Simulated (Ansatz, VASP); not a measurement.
ZrB2: VASP beside Ansatz

```
Zr B
1.0
     3.15441    0.00000    0.00000
    -1.57721    2.73180    0.00000
     0.00000    0.00000    3.50823
Zr B
1 2
Direct
  0.00000 0.00000 0.00000
  0.33333 0.66667 0.50000
  0.66667 0.33333 0.50000
```

Change from the starting cell: volume scaled by 0.99, crystal datasets.

Alike in both runs: task electric field gradients; functional LDA; k mesh 12 × 12 × 9; occupations fermi-dirac, width 0.05 eV; no spin polarisation.

```csv
,VASP,Ansatz
version,VASP 6.6.1,Ansatz 0.2.0
potentials or method,"VASP PAW LDA potentials, release 64 (Zr_sv, B), cutoff 520 eV","all-electron PAW with datasets made for the crystal, scalar-relativistic"
```

Ansatz gave:

- pressure (GPa): -4.9
- largest component of the traceless stress (GPa): 0.74
- Vzz of the field gradient on the site that differs most (V/Å²): 48.0

Problem. Which values does VASP return?

Solution. Pressure (GPa): -4.4; largest component of the traceless stress (GPa): 0.74; Vzz of the field gradient on the site that differs most (V/Å²): 45.0.

Ansatz ran all-electron here, so the differences hold the error of VASP's frozen core and of both bases. Ansatz warned: «gradients_without_spin_orbit».
